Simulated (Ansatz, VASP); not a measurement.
One calculation of ZnSe, two programs

INCAR

```
ALGO = Normal
EDIFF = 1E-8
ENCUT = 520
ISIF = 2
ISMEAR = -1
LASPH = True
LCHARG = False
LEFG = True
LREAL = False
LWAVE = False
NBANDS = 16
NELM = 80
PREC = Accurate
SIGMA = 0.03
```

The input KPOINTS:

```
k-points
0
Gamma
  8 8 8
```

The input POSCAR:

```
ZnSe
1.0
    0.0000000000      2.8904760000      2.8338000000
    2.8904760000      0.0000000000      2.8338000000
    2.8904760000      2.8904760000      0.0000000000
Zn Se
1 1
Direct
    0.0000000000      0.0000000000      0.0000000000
    0.7500000000      0.7500000000      0.7500000000
```

Input for Ansatz:

```yaml
crystal:
  lattice:
    - [0.0, 2.890476, 2.8338]
    - [2.890476, 0.0, 2.8338]
    - [2.890476, 2.890476, 0.0]
  atoms:
    - { symbol: Zn, position: [0.0, 0.0, 0.0] }
    - { symbol: Se, position: [0.75, 0.75, 0.75] }
kpoints:
  mp_grid: { grid: [8, 8, 8] }
scf:
  occupations: { method: fermi_dirac, width: 0.03 }
hamiltonian:
  xc: lda
  pseudopotentials: { kind: paw }
output:
  forces: true
  stress: true
  eigenvalues: true
  efg: { contact_densities: true }
  write_density: true
  write_potential: true
  elf: true
  volumetric_format: npy
```

Change from the starting cell: equal xx and yy strain of +2 %, PAW files.

Alike in both runs: task electric field gradients; functional LDA; k mesh 8 × 8 × 8; occupations fermi-dirac, width 0.03 eV; no spin polarisation.

|  | VASP | Ansatz |
| --- | --- | --- |
| version | VASP 6.6.1 | Ansatz 0.2.0 |
| potentials or method | VASP PAW LDA potentials, release 64 (Zn, Se) | PAW with Ansatz's default frozen-core files, scalar-relativistic |
| plane-wave cutoff (eV) | 520 | 420 |
| valence electrons in the cell | 18 | 28 |

Ansatz gave:

- pressure (GPa): -5.4
- largest component of the traceless stress (GPa): 0.52
- Vzz of the field gradient on the site that differs most (V/Å²): -8.2

Estimate VASP's values.

pressure (GPa): -5.2; largest component of the traceless stress (GPa): 0.51; Vzz of the field gradient on the site that differs most (V/Å²): -8.1.

The two sets of potentials don't hold the same shells in valence.
